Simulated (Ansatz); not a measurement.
## Cr: reading a single point

```
Cr
1.0
     0.00000    1.88577    1.88577
     1.88577    0.00000    1.88577
     1.88577    1.88577    0.00000
Cr
1
Cartesian
  0.0000 0.0000 0.0000
```

The numbers come from plane-wave PAW DFT (Ansatz): PBE, no spin polarisation, 420 eV, 15×15×15 Γ-centred k points, fermi-dirac occupations (width 0.1 eV). Nothing was relaxed.

(1) Describe some of the short contacts.

(2) What happens at the Fermi level?

(3) What does the stress say?

Origin: a known structure type with other elements, at an estimated volume, so it need not be a known compound. Caveats: no spin polarisation, so a magnetic state may lie lower; atoms or cell far from equilibrium.

## Answers

(1) Cr–Cr at 2.67 Å: least valence density 0.28 e/Å³ and ELF 0.31 there. These are pseudo-fields; inside the PAW spheres they differ from the all-electron ones.

(2) It is a metal, with about 2.1 states/eV a cell as the mean within 0.25 eV of the Fermi level, mostly Cr d (93 %).

(3) The pressure is -21.9 GPa (compression positive), so with the atoms held at these fractions the cell would first shrink.
